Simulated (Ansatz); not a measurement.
Start of a relaxation, NH put at a bridge Ti-Ti site (Ti, Fm-3m (No. 225), (1 0 0) face):

```yaml
crystal:
  lattice:
    - [2.86791, 0.00000, 0.00000]
    - [0.00000, 2.86791, 0.00000]
    - [0.00000, 0.00000, 26.08376]
  atoms:
    - { symbol: Ti, position: [0.50000, 0.50000, 0.32587] }
    - { symbol: Ti, position: [0.00000, 0.00000, 0.40362] }
    - { symbol: Ti, position: [0.50000, 0.50000, 0.48523] }
    - { symbol: Ti, position: [0.00000, 0.00000, 0.55701] }
    - { symbol: N, position: [0.00000, 0.50000, 0.62679] }
    - { symbol: H, position: [0.99614, 0.43037, 0.66513] }
```

Theory: DFT PBEsol, scalar-relativistic, plane waves, PAW (Ansatz 0.2.0). Cutoff 420 eV; k points 10×10×1 on the computed 6-atom cell (Γ-centred); Gaussian smearing, width 0.10 eV; no spin polarisation. A dipole correction removes the field between periodic images along c.

Atoms 1, 2 (counted from 1) are held. The cell is fixed. Force threshold 0.03 eV/Å.

| step | E − E_final (eV) | largest force (eV/Å) |
| --- | --- | --- |
| 1 | 3.628 | 4.569 |
| 2 | 2.369 | 3.787 |
| 3 | 1.548 | 1.323 |
| 4 | 1.509 | 0.726 |
| 5 | 1.501 | 0.164 |
| 6 | 1.499 | 0.184 |
| 7 | 1.497 | 0.132 |
| 8 | 1.492 | 0.152 |
| 9 | 1.499 | 0.916 |
| 10 | 1.488 | 0.111 |
| 11 | 1.486 | 0.184 |
| 12 | 1.483 | 0.265 |
| 13 | 1.484 | 0.384 |
| 14 | 1.480 | 0.030 |
| 15 | 1.478 | 0.033 |
| 16 | 1.477 | 0.066 |
| 17 | 1.473 | 0.238 |
| 18 | 1.437 | 0.599 |
| 19 | 1.228 | 1.246 |
| 20 | 0.780 | 1.886 |
| 21 | 0.273 | 1.107 |
| 22 | 0.108 | 0.763 |
| 23 | 0.025 | 0.387 |
| 24 | 0.004 | 0.135 |
| 25 | 0.001 | 0.221 |
| 26 | 0.000 | 0.014 |
| 27 | 0.000 | 0.013 |

(1) What is the final structure?

The end is the local minimum or symmetric point that this start leads to. The slab is only 6.1 Å thick, so the energy isn't converged with thickness.

## Answers

(1)
```yaml
crystal:
  lattice:
    - [2.86791, 0.00000, 0.00000]
    - [0.00000, 2.86791, 0.00000]
    - [0.00000, 0.00000, 26.08376]
  atoms:
    - { symbol: Ti, position: [0.50000, 0.50000, 0.32587] }
    - { symbol: Ti, position: [0.00000, 0.00000, 0.40362] }
    - { symbol: Ti, position: [0.49977, 0.49999, 0.48367] }
    - { symbol: Ti, position: [0.99956, 0.99997, 0.56030] }
    - { symbol: N, position: [0.49956, 0.49997, 0.58060] }
    - { symbol: H, position: [0.49951, 0.50003, 0.62084] }
```

The reference crystal is the fcc form of Ti, which isn't its usual structure.

Cost: 1 run of about 22 core-minutes, on Arm Neoverse V1 (shared hosts).